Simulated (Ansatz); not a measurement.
The calculation used Ansatz 0.2.0, DFT PBEsol, scalar-relativistic, plane waves, PAW.

Plane waves to 420 eV, a k mesh through Γ of 14×14×8 on the computed 2-atom cell and Gaussian smearing (0.10 eV); no spin polarisation.

```
CELL_PARAMETERS angstrom
2.89341 0.00563 0.00264
-1.44183 2.49956 0.01124
0.00470 0.02583 5.16524
ATOMIC_POSITIONS crystal
Ta 0.71190 0.32252 0.75262
Ta 0.28810 0.67748 0.24738
```

(1) Is this geometry at equilibrium? Which atom feels the largest force?

(2) Give all forces and the stress.

Spin–orbit coupling is left out, which can shift energies with elements as heavy as these.

Answers

(1) It isn't. Atom 1 (Ta) feels (0.28, -0.29, -0.26) eV/Å, 0.473 eV/Å in size, and symmetry-related atoms feel the same size.

(2)
```tsv
atom	Fx	Fy	Fz
Ta1	0.275	-0.288	-0.255
Ta2	-0.275	0.288	0.255
```
Stress (GPa, compression positive):
```
-5.42  5.11 -0.45
 5.11 -3.87  0.59
-0.45  0.59 -8.36
```

This form isn't the element's structure at ambient conditions.